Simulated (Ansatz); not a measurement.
Crystal: Mg.

```
Mg
1.0
    -1.83599    1.83599    1.67940
     1.83599   -1.83599    1.67940
     1.83599    1.83599   -1.67940
Mg
1
Direct
  0.00000 0.00000 0.00000
```

This isn't the form of Mg at room conditions, which is hcp.

* Program: Ansatz 0.2.0
* Task: relaxation of cell and atoms
* Functional: PBE
* Potentials or basis: Ansatz PAW
* Cutoff: 420 eV (not typed: the program's choice for these potentials)
* k mesh: 11 × 11 × 11
* Occupations: fermi-dirac, width 0.05 eV
* Spin: no spin polarisation

At the start: volume 22.64 Å³/atom.

Where does the relaxation end?

It ends after 9 steps and the volume is 22.83 Å³/atom (+0.8 %); space group Im-3m (No. 229, to 0.05 Å).

The path:
| step | energy change (eV) | largest force (eV/Å) | volume (Å³) |
| --- | --- | --- | --- |
| 1 | 0.0000 | 0.0000 | 22.64 |
| 2 | -0.0007 | 0.0000 | 22.91 |
| 3 | -0.0009 | 0.0000 | 23.02 |
| 4 | -0.0014 | 0.0000 | 23.34 |
| 5 | -0.0019 | 0.0000 | 23.21 |
| 6 | -0.0028 | 0.0000 | 22.89 |
| 7 | -0.0032 | 0.0000 | 22.73 |
| 8 | -0.0032 | 0.0000 | 22.83 |
| 9 | -0.0032 | 0.0000 | 22.83 |

Final structure:
```cif
data_structure
_symmetry_space_group_name_H-M 'P 1'
_symmetry_Int_Tables_number 1
_cell_length_a 3.0954
_cell_length_b 3.0954
_cell_length_c 3.0954
_cell_angle_alpha 109.467
_cell_angle_beta 109.467
_cell_angle_gamma 109.479
_cell_volume 22.83
loop_
_atom_site_label
_atom_site_type_symbol
_atom_site_fract_x
_atom_site_fract_y
_atom_site_fract_z
_atom_site_occupancy
Mg1 Mg 0.00000 0.00000 0.00000 1
```

Caveat: the plane-wave basis is chosen anew once the cell has moved, so the energies of steps on either side of that aren't comparable.
